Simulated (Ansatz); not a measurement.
## Lattice vibrations of NiO at Γ

Theory: DFT PBE, scalar-relativistic, plane waves, PAW in Ansatz 0.2.0. Plane waves to 420 eV; Γ-centred k mesh 22×22×22; Gaussian smearing of 0.20 eV. Collinear spin, site moments 1.4, 0.4 μB. Phonons by linear response, acoustic sum rule imposed.

Equilibrium structure at this level:
```
Ni O
1.0
     0.00000    2.24047    2.24047
     2.24047    0.00000    2.24047
     2.24047    2.24047    0.00000
Ni O
1 1
Direct
  0.00000 0.00000 0.00000
  0.75000 0.75000 0.75000
```

The cell was found from a structure generator's guess, not taken from experiment. In a metal, frequencies depend on the k mesh and the smearing, soft modes most.

(1) Is this structure stable against zone-centre distortions?

(2) List the optical modes at Γ (i marks imaginary ones).

## Answers

(1) Yes, at Γ: no optical mode is imaginary. Strains and other wave vectors aren't tested by this run.

(2)
```
frequency (cm⁻¹)  degeneracy
             401           3
```
